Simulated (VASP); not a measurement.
# BaF2 (Frankdicksonite) (Fm-3m) in VASP: settings compared

Aim: see how the results for BaF2 (Frankdicksonite) move with the level of theory and the settings. Levels: PBEsol, LDA. Tasks: relaxation of cell and atoms.

Program: VASP 6.6.1. These are calculated values, not measurements. Logs are shortened: lines on timing, memory, paths and dates and some standing lists are left out, and cuts for length are marked.

**1. The structure**

It takes space group Fm-3m (No. 225, cubic). The conventional cell has a = 6.200 Å, b = 6.200 Å, c = 6.200 Å, α = 90.00°, β = 90.00°, γ = 90.00°. Ba (site symmetry m-3m) is surrounded by 8 F at 2.68 Å. F (site symmetry -43m) has 4 Ba at 2.68 Å as nearest neighbours.

**2. Relaxation of cell and atoms, PBEsol**

INCAR

```
SYSTEM = BaF2
  PREC = Accurate
  ENCUT = 600
  EDIFF = 1E-6
  ISMEAR = 0
  SIGMA = 0.03
  LREAL = .False.
  LASPH = .True.
  NELM = 80
  ALGO = Normal
  ISIF = 3
  LWAVE = .False.
  LCHARG = .False.
  GGA = PS
  IBRION = 2
  NSW = 90
  EDIFFG = -0.01
```

KPOINTS

```
Automatic mesh
0
Gamma
  8 8 8
  0 0 0
```

POSCAR

```
BaF2
1.0
    0.0000000000      3.1000500000      3.1000500000
    3.1000500000      0.0000000000      3.1000500000
    3.1000500000      3.1000500000      0.0000000000
Ba F
1 2
Direct
    0.0000000000      0.0000000000      0.0000000000
    0.2500000000      0.2500000000      0.2500000000
    0.7500000000      0.7500000000      0.7500000000
```

Potentials or basis: VASP PAW PBE potentials, release 64 (Ba_sv, F).

Command:

```bash
$ cat potpaw_PBE.64/Ba_sv/POTCAR potpaw_PBE.64/F/POTCAR > POTCAR
$ mpirun -np 1 vasp_std > vasp.out
```

OUTCAR:

```text
SYSTEM = BaF2
   PREC = Accurate
   ENCUT = 600
   EDIFF = 1E-6
   ISMEAR = 0
   LREAL = .False.
   LASPH = .True.
   NELM = 80
   ISIF = 3
   GGA = PS
   IBRION = 2
   NSW = 90
   EDIFFG = -0.01

 ion  position               nearest neighbor table
   1  0.000  0.000  0.000-   3 2.68   3 2.68   2 2.68   3 2.68   2 2.68   2 2.68   3 2.68   2 2.68

   2  0.250  0.250  0.250-   1 2.68   1 2.68   1 2.68   1 2.68
   3  0.750  0.750  0.750-   1 2.68   1 2.68   1 2.68   1 2.68

  LATTYP: Found a face centered cubic cell.
 ALAT       =     6.2001000000

  Lattice vectors:

 A1 = (   0.0000000000,   3.1000500000,   3.1000500000)
 A2 = (   3.1000500000,   0.0000000000,   3.1000500000)
 A3 = (   3.1000500000,   3.1000500000,   0.0000000000)

Analysis of symmetry for initial positions (statically):
=====================================================================
 Subroutine PRICEL returns:
 Original cell was already a primitive cell.

 Routine SETGRP: Setting up the symmetry group for a
 face centered cubic supercell.

 Subroutine GETGRP returns: Found 48 space group operations
 (whereof 48 operations were pure point group operations)
 out of a pool of 48 trial point group operations.

The static configuration has the point symmetry O_h .

Analysis of symmetry for dynamics (positions and initial velocities):
=====================================================================
 Subroutine PRICEL returns:
 Original cell was already a primitive cell.

 Routine SETGRP: Setting up the symmetry group for a
 face centered cubic supercell.

 Subroutine GETGRP returns: Found 48 space group operations
 (whereof 48 operations were pure point group operations)
 out of a pool of 48 trial point group operations.

The dynamic configuration has the point symmetry O_h .

 Subroutine INISYM returns: Found 48 space group operations
 (whereof 48 operations are pure point group operations),
 and found     1 'primitive' translations

----------------------------------------------------------------------------------------

                                     Primitive cell

  volume of cell :      59.5849

  direct lattice vectors                    reciprocal lattice vectors
     0.000000000  3.100050000  3.100050000    -0.161287721  0.161287721  0.161287721
     3.100050000  0.000000000  3.100050000     0.161287721 -0.161287721  0.161287721
     3.100050000  3.100050000  0.000000000     0.161287721  0.161287721 -0.161287721

  length of vectors
     4.384132754  4.384132754  4.384132754     0.279358528  0.279358528  0.279358528

  position of ions in fractional coordinates (direct lattice)
     0.000000000  0.000000000  0.000000000
     0.250000000  0.250000000  0.250000000
     0.750000000  0.750000000  0.750000000

  ion indices of the primitive-cell ions
   primitive index   ion index
                 1           1
                 2           2
                 3           3

----------------------------------------------------------------------------------------

 KPOINTS: Automatic mesh

Automatic generation of k-mesh.
 Grid dimensions read from file:
 generate k-points for:    8    8    8

 Generating k-lattice:

  Cartesian coordinates                     Fractional coordinates (reciprocal lattice)
    -0.020160965  0.020160965  0.020160965     0.125000000  0.000000000  0.000000000
     0.020160965 -0.020160965  0.020160965     0.000000000  0.125000000  0.000000000
     0.020160965  0.020160965 -0.020160965     0.000000000  0.000000000  0.125000000

  Length of vectors
[... 59 lines left out ...]
   IBRION =      2    ionic relax: 0-MD 1-quasi-New 2-CG
   NFREE  =      1    steps in history (QN), initial steepest desc. (CG)
   ISIF   =      3    stress and relaxation
   ISYM   =      2    0-nonsym 1-usesym 2-fastsym
   POTIM  = 0.5000    time-step for ionic-motion
   TEBEG  =    0.0;   TEEND  =   0.0 temperature during run
   PSTRESS=    0.0 pullay stress
   NELECT =      24.0000    total number of electrons
   NUPDOWN=      -1.0000    fix difference up-down
   EMIN   =  10.00;   EMAX   =-10.00  energy-range for DOS
   EFERMI =   0.00;   METHOD = LEGACY
   ISMEAR =     0;   SIGMA  =   0.03  broadening in eV -4-tet -1-fermi 0-gaus
   EFERMI_NEDOS =   21; number of points for ismear=-14 and -15
   IALGO  =     38    algorithm
   IMIX   =      4    mixing-type and parameters
     AMIX     =   0.40;   BMIX     =  1.00
     AMIX_MAG =   1.60;   BMIX_MAG =  1.00
  volume/ion in A,a.u.               =      19.86       134.03
  Fermi-wavevector in a.u.,A,eV,Ry     =   1.209019  2.284715 19.888011  1.461728
  Thomas-Fermi vector in A             =   2.344609
   LORBIT       =      0    0 simple, 1 ext, 2 COOP (PROOUT), +10 PAW based schemes
   GGA     = PS    functional components
   LHFCALC =     F    Hartree Fock is set to
   AEXX    =    0.0000 exact exchange contribution
   IVDW    =     0    specifies the selected vdW correction
   LEPSILON=     F    determine dielectric tensor
   LRPA    =     F    only Hartree local field effects (RPA)
 conjugate gradient relaxation of ions
 non-spin polarized calculation
 Gauss-broadening in eV      SIGMA  =   0.03
  energy-cutoff  :      600.00
  volume of cell :       59.58
 maximum number of plane-waves:      2012
   NGX = 17   NGY = 17   NGZ = 17

--------------------------------------- Ionic step        1  -------------------------------------------

 number of electron      24.0000002 magnetization

 Free energy of the ion-electron system (eV)
  ---------------------------------------------------
  ext. energy  EPLUGINS =         0.00000000
  ---------------------------------------------------
  free energy    TOTEN  =       -17.64487770 eV

  energy without entropy =      -17.64487770  energy(sigma->0) =      -17.64487770

------------------------ aborting loop because EDIFF is reached ----------------------------------------

  FORCE on cell =-STRESS in cart. coord.  units (eV):
  Direction    XX          YY          ZZ          XY          YZ          ZX
  --------------------------------------------------------------------------------------
  -------------------------------------------------------------------------------------
  Total       -0.2561307     -0.2561307     -0.2561307      0.0000000      0.0000000      0.0000000
  in kB       -6.8870961     -6.8870961     -6.8870961      0.0000000      0.0000000      0.0000000
  external PRESSURE =      -6.8870961 kB  Pullay stress =       0.0000000 kB

 VOLUME and BASIS-vectors are now :
 -----------------------------------------------------------------------------
  energy-cutoff  :      600.00
  volume of cell :       59.58
      direct lattice vectors                 reciprocal lattice vectors
     0.000000000  3.100050000  3.100050000    -0.161287721  0.161287721  0.161287721
     3.100050000  0.000000000  3.100050000     0.161287721 -0.161287721  0.161287721
     3.100050000  3.100050000  0.000000000     0.161287721  0.161287721 -0.161287721

 POSITION                                       TOTAL-FORCE (eV/Angst)
 -----------------------------------------------------------------------------------
      0.00000      0.00000      0.00000        -0.000000      0.000000      0.000000
      1.55002      1.55002      1.55002         0.000000      0.000000      0.000000
      4.65008      4.65008      4.65008        -0.000000     -0.000000     -0.000000
 -----------------------------------------------------------------------------------
    total drift:                                0.000000      0.000000      0.000000

  FREE ENERGIE OF THE ION-ELECTRON SYSTEM (eV)
  ---------------------------------------------------
  free  energy   TOTEN  =       -17.6448777002 eV

  energy  without entropy=      -17.6448777002  energy(sigma->0) =      -17.64487770

--------------------------------------- Ionic step        2  -------------------------------------------

 number of electron      23.9999995 magnetization

 Free energy of the ion-electron system (eV)
  ---------------------------------------------------
  ext. energy  EPLUGINS =         0.00000000
  ---------------------------------------------------
  free energy    TOTEN  =       -17.64638263 eV

  energy without entropy =      -17.64638263  energy(sigma->0) =      -17.64638263

 E-fermi :  -1.9785     XC(G=0):  -8.9714

 val. band max:       -2.1396338026   @ k =  -0.2500   0.2500   0.0000
 cond. band min:       4.5391028891   @ k =   0.0000   0.0000   0.0000
 fundamental gap:      6.6787366916
 Fermi energy:        -1.9785020054

 k-point     1 :       0.0000    0.0000    0.0000
  band No.  band energies     occupation
      1     -25.1880      2.00000
      2     -20.9681      2.00000
      3     -20.9094      2.00000
      4      -9.9990      2.00000
      5      -9.9990      2.00000
      6      -9.9990      2.00000
[... 433 lines left out ...]
      3     -21.1273      2.00000
      4     -10.3096      2.00000
      5     -10.1464      2.00000
      6     -10.1459      2.00000
[... 8 lines left out ...]
     15       7.3692      0.00000
     16       8.1278      0.00000

 [... further k-points ...]

------------------------ aborting loop because EDIFF is reached ----------------------------------------

  FORCE on cell =-STRESS in cart. coord.  units (eV):
  Direction    XX          YY          ZZ          XY          YZ          ZX
  --------------------------------------------------------------------------------------
  -------------------------------------------------------------------------------------
  Total        0.0147239      0.0147239      0.0147239      0.0000000     -0.0000000      0.0000000
  in kB        0.4008433      0.4008433      0.4008433      0.0000000     -0.0000000      0.0000000
  external PRESSURE =       0.4008433 kB  Pullay stress =       0.0000000 kB

 VOLUME and BASIS-vectors are now :
 -----------------------------------------------------------------------------
  energy-cutoff  :      600.00
  volume of cell :       58.85
      direct lattice vectors                 reciprocal lattice vectors
     0.000000000  3.087281488  3.087281488    -0.161954782  0.161954782  0.161954782
     3.087281488  0.000000000  3.087281488     0.161954782 -0.161954782  0.161954782
     3.087281488  3.087281488 -0.000000000     0.161954782  0.161954782 -0.161954782

 POSITION                                       TOTAL-FORCE (eV/Angst)
 -----------------------------------------------------------------------------------
      6.17456      3.08728      3.08728        -0.000000     -0.000000     -0.000000
      1.54364      1.54364      1.54364         0.000000      0.000000      0.000000
      4.63092      4.63092      4.63092        -0.000000     -0.000000     -0.000000
 -----------------------------------------------------------------------------------
    total drift:                                0.000000      0.000000      0.000000

  FREE ENERGIE OF THE ION-ELECTRON SYSTEM (eV)
  ---------------------------------------------------
  free  energy   TOTEN  =       -17.6463826321 eV

  energy  without entropy=      -17.6463826321  energy(sigma->0) =      -17.64638263

 reached required accuracy - stopping structural energy minimisation
```

Run time: 19 s. Hardware: 1 thread of Intel Xeon 6975P-C (Granite Rapids), shared host; peak memory 0.21 GiB.

What came out:

- Free energy: -17.6464 eV
- Relaxed volume: 19.62 Å³/atom
- Relaxed cell: a = 4.366 Å, b = 4.366 Å, c = 4.366 Å, α = 60.00°, β = 60.00°, γ = 60.00°
- Space group after relaxing (to 0.05 Å): Fm-3m (No. 225)
- Energy gained by relaxing: 0.5 meV/atom
- Ionic steps: 2
- Pressure after relaxing: 0.0 GPa
- Band gap on the k mesh: 6.68 eV, indirect (least direct gap 6.77 eV)

Step by step:
| step | energy change (eV) | largest force (eV/Å) | pressure (GPa) | volume (Å³) |
| --- | --- | --- | --- | --- |
| 1 | 0.0000 | 0.0000 | -0.69 | 59.58 |
| 2 | -0.0015 | 0.0000 | 0.04 | 58.85 |

Final structure:
```
CELL_PARAMETERS angstrom
0.00000 3.08728 3.08728
3.08728 0.00000 3.08728
3.08728 3.08728 0.00000
ATOMIC_POSITIONS crystal
Ba 0.00000 0.00000 0.00000
F 0.25000 0.25000 0.25000
F 0.75000 0.75000 0.75000
```

Caveat: the PAW data sets were made with another functional, which shifts forces and pressure a little; spin-orbit coupling is left out, which moves the levels of the heavy elements.

**3. Relaxation of cell and atoms, PBEsol**

This run uses another cell than the first one, of 19.62 Å³/atom, 0.988 times its volume.

Edit INCAR of step 2 so:

```diff
@@ -3,3 +3,3 @@
   ENCUT = 600
-  EDIFF = 1E-6
+  EDIFF = 1E-7
   ISMEAR = 0
@@ -16,2 +16,2 @@
   NSW = 90
-  EDIFFG = -0.01
+  EDIFFG = -0.005
```

KPOINTS is that of step 2.

POSCAR

```
BaF2                                    
1.0
    0.0000000000      3.0872814879      3.0872814879
    3.0872814879      0.0000000000      3.0872814879
    3.0872814879      3.0872814879     -0.0000000000
  Ba              F             
     1     2
Direct
     0.0000000000000000    1.0000000000000000    1.0000000000000000
     0.2500000000000000    0.2500000000000000    0.2500000000000000
     0.7500000000000000    0.7500000000000000    0.7500000000000000
```

Potentials or basis: VASP PAW PBE potentials, release 64 (Ba_sv, F).

Command:

```bash
$ cat potpaw_PBE.64/Ba_sv/POTCAR potpaw_PBE.64/F/POTCAR > POTCAR
$ mpirun -np 1 vasp_std > vasp.out
```

OUTCAR:

```text
SYSTEM = BaF2
   PREC = Accurate
   ENCUT = 600
   EDIFF = 1E-7
   ISMEAR = 0
   LREAL = .False.
   LASPH = .True.
   NELM = 80
   ISIF = 3
   GGA = PS
   IBRION = 2
   NSW = 90
   EDIFFG = -0.005

 ion  position               nearest neighbor table
   1  0.000  0.000  0.000-   3 2.67   2 2.67   3 2.67   2 2.67   3 2.67   3 2.67   2 2.67   2 2.67

   2  0.250  0.250  0.250-   1 2.67   1 2.67   1 2.67   1 2.67
   3  0.750  0.750  0.750-   1 2.67   1 2.67   1 2.67   1 2.67
[... 702 lines left out ...]

  FORCE on cell =-STRESS in cart. coord.  units (eV):
  Direction    XX          YY          ZZ          XY          YZ          ZX
  --------------------------------------------------------------------------------------
  -------------------------------------------------------------------------------------
  Total       -0.0016714     -0.0016714     -0.0016714      0.0000000      0.0000000     -0.0000000
  in kB       -0.0454611     -0.0454611     -0.0454611      0.0000000      0.0000000     -0.0000000
  external PRESSURE =      -0.0454611 kB  Pullay stress =       0.0000000 kB

 VOLUME and BASIS-vectors are now :
 -----------------------------------------------------------------------------
  energy-cutoff  :      600.00
  volume of cell :       58.91
      direct lattice vectors                 reciprocal lattice vectors
     0.000000000  3.088218397  3.088218397    -0.161905648  0.161905648  0.161905648
     3.088218397 -0.000000000  3.088218397     0.161905648 -0.161905648  0.161905648
     3.088218397  3.088218397  0.000000000     0.161905648  0.161905648 -0.161905648

 POSITION                                       TOTAL-FORCE (eV/Angst)
 -----------------------------------------------------------------------------------
      0.00000      0.00000      0.00000         0.000000      0.000000      0.000000
      1.54411      1.54411      1.54411         0.000000      0.000000      0.000000
      4.63233      4.63233      4.63233        -0.000000     -0.000000     -0.000000
 -----------------------------------------------------------------------------------
    total drift:                                0.000000      0.000000      0.000000

  FREE ENERGIE OF THE ION-ELECTRON SYSTEM (eV)
  ---------------------------------------------------
  free  energy   TOTEN  =       -17.6451520582 eV

  energy  without entropy=      -17.6451520582  energy(sigma->0) =      -17.64515206

 reached required accuracy - stopping structural energy minimisation
```

OSZICAR:

```text
N       E                     dE             d eps       ncg     rms          rms(c)
DAV:   1     0.169019446817E+03    0.16902E+03   -0.14225E+04   928   0.157E+03
DAV:   2    -0.120874705485E+02   -0.18111E+03   -0.17878E+03  1240   0.309E+02
DAV:   3    -0.190296226345E+02   -0.69422E+01   -0.69345E+01  1200   0.690E+01
[... 16 lines left out ...]
DAV:   3    -0.176451563567E+02    0.12441E-04   -0.31546E-05  1040   0.518E-02    0.103E-02
DAV:   4    -0.176451527494E+02    0.36073E-05   -0.18359E-05  1392   0.289E-02    0.331E-03
DAV:   5    -0.176451525744E+02    0.17501E-06   -0.51010E-07  1016   0.611E-03    0.184E-03
DAV:   6    -0.176451519785E+02    0.59589E-06   -0.16984E-07   984   0.378E-03    0.660E-04
DAV:   7    -0.176451520582E+02   -0.79679E-07   -0.15220E-08   528   0.105E-03
   2 F= -.17645152E+02 E0= -.17645152E+02  d E =-.812078E-05
```

CONTCAR:

```text
BaF2
   1.00000000000000
     0.0000000000000000    3.0882183966535401    3.0882183966535401
     3.0882183966535401   -0.0000000000000000    3.0882183966535401
     3.0882183966535401    3.0882183966535401    0.0000000000000000
  Ba              F
     1     2
Direct
     0.0000000000000000    0.0000000000000000    0.0000000000000000
     0.2500000000000000    0.2500000000000000    0.2500000000000000
     0.7500000000000000    0.7500000000000000    0.7500000000000000

  0.00000000E+00  0.00000000E+00  0.00000000E+00
  0.00000000E+00  0.00000000E+00  0.00000000E+00
  0.00000000E+00  0.00000000E+00  0.00000000E+00
```

Run time: 20 s. Hardware: 1 thread of Intel Xeon 6975P-C (Granite Rapids), shared host; peak memory 0.21 GiB.

What came out:

* Free energy: -17.6452 eV
* Relaxed volume: 19.64 Å³/atom
* Relaxed cell: a = 4.367 Å, b = 4.367 Å, c = 4.367 Å, α = 60.00°, β = 60.00°, γ = 60.00°
* Space group after relaxing (to 0.05 Å): Fm-3m (No. 225)
* Energy gained by relaxing: 0.0 meV/atom
* Ionic steps: 2
* Pressure after relaxing: 0.0 GPa
* Band gap on the k mesh: 6.67 eV, indirect (least direct gap 6.76 eV)

Final structure:
```
Ba F
1.0
     0.00000    3.08822    3.08822
     3.08822    0.00000    3.08822
     3.08822    3.08822    0.00000
Ba F
1 2
Cartesian
  0.0000 0.0000 0.0000
  1.5441 1.5441 1.5441
  4.6323 4.6323 4.6323
```

Caveat: the PAW data sets were made with another functional, which shifts forces and pressure a little; spin-orbit coupling is left out, which moves the levels of the heavy elements.

(Part 1 of 2 ends here.)
